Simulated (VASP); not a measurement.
Write the native input for VASP 6.6.1 that does the following.

```yaml
Task: work function
Functional: LDA
Potentials_or_basis: VASP PAW LDA potentials, release 64 (Ta_pv, As)
Cutoff: 520 eV
k_mesh: 6 × 6 × 1
Occupations: fermi-dirac, width 0.05 eV
Spin: no spin polarisation
Dipole_correction: yes
Further_INCAR_settings: ALGO = Fast; EDIFF = 1e-06
```

The structure of TaAs lies in POSCAR:

```
TaAs
1.0
    3.4436267244      0.0000000000      0.0000000000
    0.0000000000      3.4436267244      0.0000000000
    0.0000000000      0.0000000000     24.7720569659
Ta As
4 4
Direct
    0.5000000000      0.5000000000      0.3027604857
    0.0000000000      0.5000000000      0.4211992077
    0.0000000000      0.0000000000      0.5396379297
    0.5000000000      0.0000000000      0.6580766517
    0.0000000000      0.0000000000      0.3419233483
    0.5000000000      0.0000000000      0.4603620703
    0.5000000000      0.5000000000      0.5788007923
    0.0000000000      0.5000000000      0.6972395143
```

The input as run:

INCAR

```
PREC     = Accurate       # precision mode
ENCUT    = 520            # plane-wave cutoff, eV
EDIFF    = 1E-6           # SCF threshold, eV
ISMEAR   = -1             # smearing method
SIGMA    = 0.05           # smearing width, eV
LREAL    = False          # projectors in reciprocal space
LASPH    = True           # aspherical terms in the spheres
NELM     = 100            # most SCF steps
ALGO     = Fast           # electronic algorithm
ISIF     = 2              # what is computed and relaxed
LWAVE    = False          # write WAVECAR
LCHARG   = True           # write CHGCAR
LDIPOL   = True         
IDIPOL   = 3            
DIPOL    = 0.5 0.5 0.500
LELF     = True           # ELF
LVHAR    = True         
LVACPOTAV= True
```

KPOINTS

```
regular mesh
0
Gamma
  6 6 1
```

Potentials or basis: VASP PAW LDA potentials, release 64 (Ta_pv, As).

Run with:

```console
$ cat potpaw_LDA.64/Ta_pv/POTCAR potpaw_LDA.64/As/POTCAR > POTCAR
$ mpirun -np 1 vasp_std > vasp.out
```

Results of the run:

```yaml
Largest_force: 1.486 eV/Å
Band_gap_on_the_k_mesh: none (metal or under the smearing width)
Work_function_of_the_upper_face: 5.24 eV
Work_function_of_the_lower_face: 4.64 eV
```

Run time: 4.8 min on 1 thread of Intel(R) Xeon(R) Platinum 8488C (Sapphire Rapids) (shared host), peak memory 0.38 GiB.
